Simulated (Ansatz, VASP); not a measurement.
**Tl: VASP beside Ansatz**

File INCAR:

```
SYSTEM = Tl
ALGO = Fast
EDIFF = 1E-6
ENCUT = 520
GGA = CA
ISIF = 2
ISMEAR = 0
LASPH = .True.
LCHARG = .False.
LREAL = .False.
LWAVE = .False.
NBANDS = 12
NELM = 60
PREC = Accurate
SIGMA = 0.15
```

File KPOINTS:

```
k-points
0
Gamma
  16 16 16
  0 0 0
```

File POSCAR:

```
Tl
1.0
    0.0000000000      2.3430241714      2.4046827022
    2.3430241714      0.0000000000      2.4046827022
    2.3430241714      2.3430241714      0.0000000000
Tl
1
Direct
    0.0000000000      0.0000000000      0.0000000000
```

Input for Ansatz:

```yaml
crystal:
  lattice:
    - [0.0, 2.3430241714, 2.4046827022]
    - [2.3430241714, 0.0, 2.4046827022]
    - [2.3430241714, 2.3430241714, 0.0]
  atoms:
    - { symbol: Tl, position: [0.0, 0.0, 0.0] }
basis:
  ecutwfc: 420
kpoints:
  mp_grid: { grid: [16, 16, 16] }
hamiltonian:
  xc: lda
scf:
  occupations: { method: gaussian, width: 0.15 }
output:
  forces: true
  stress: true
  eigenvalues: true
```

Change from the starting cell: strain -0.050 along x and y, -0.025 along z, atoms carried along.

Alike in both runs: task single point; functional LDA; k mesh 16 × 16 × 16; occupations gaussian, width 0.15 eV; no spin polarisation.

```csv
,VASP,Ansatz
version,VASP 6.6.1,Ansatz 0.2.0
potentials or method,"VASP PAW LDA potentials, release 64 (Tl_d)","scalar-relativistic, plane waves, PAW"
plane-wave cutoff (eV),520,420
valence electrons in the cell,13,13
```

```tsv
	VASP	Ansatz	Ansatz less VASP
gap on the k mesh at the Fermi level (eV)	none	none	-
pressure (GPa)	1.2	1.1	-0.13
largest component of the traceless stress (GPa)	0.05	0.06	+0.015
```

A gap of «none» marks a metal or a gap that the smearing closes.

The runs have no spin-orbit coupling, so splittings on Tl are missing.
